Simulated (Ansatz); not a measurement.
The system is CoO.

```
Co O
1.0
     3.19765    0.00000    0.00000
    -1.59882    2.76924    0.00000
     0.00000    0.00000    5.22871
Co O
2 2
Direct
  0.33333 0.66667 0.50336
  0.00000 0.00000 0.00347
  0.33333 0.66667 0.87156
  0.00000 0.00000 0.37161
```

Measurements of this composition are mostly on another form, of space group No. 225.

Alike in all runs: program Ansatz 0.2.0; functional PBE; potentials or basis Ansatz PAW; cutoff 420 eV (not typed: the program's choice for these potentials); k mesh 8 × 8 × 5; occupations fermi-dirac, width 0.05 eV.

Problem. Only the start or the spin constraint differs. Which run ends lowest in energy?
A. collinear spin, ferromagnetic start of up to 0.5 μB; fixed moment 1
B. collinear spin, ferromagnetic start of up to 1 μB; fixed moment 2
C. collinear spin, ferromagnetic start of up to 2 μB; fixed moment 4
D. collinear spin, ferromagnetic start of up to 1.5 μB; fixed moment 3
E. collinear spin, ferromagnetic start of up to 2.5 μB; fixed moment 5
F. collinear spin, ferromagnetic start of up to 3 μB; fixed moment 6

Solution. F.

| start | free energy over the lowest (meV/atom) | net moment (μB) | site or absolute moments (μB) | gap |
| --- | --- | --- | --- | --- |
| collinear spin, ferromagnetic start of up to 1 μB; fixed moment 2 | 163.6 | 2.00 | Co +0.87; O +0.05 | - |
| collinear spin, program default start; fixed moment 0 | 208.0 | 0.00 | - | - |
| collinear spin, ferromagnetic start of up to 1.5 μB; fixed moment 3 | 107.0 | 3.00 | Co +1.28, +1.29; O +0.09 | - |
| collinear spin, ferromagnetic start of up to 2.5 μB; fixed moment 5 | 19.3 | 5.00 | Co +2.03; O +0.23 | - |
| collinear spin, ferromagnetic start of up to 2 μB; fixed moment 4 | 56.6 | 4.00 | Co +1.67; O +0.15 | - |
| collinear spin, ferromagnetic start of up to 3 μB; fixed moment 6 | 0.0 | 6.00 | Co +2.36; O +0.34 | - |
| collinear spin, ferromagnetic start of up to 0.5 μB; fixed moment 1 | 197.2 | 1.00 | Co +0.44; O +0.02 | - |
| collinear spin, ferromagnetic start of up to 4 μB; fixed moment 8 | 1031.0 | 8.00 | Co +2.71; O +0.61 | - |

All polarised runs hold their moment fixed, so the table maps the energy against it. A still lower state may exist.

Caveats: the total moment is fixed, so each spin has its own Fermi level; the magnetic or orbital state may not be the lowest (some runs).
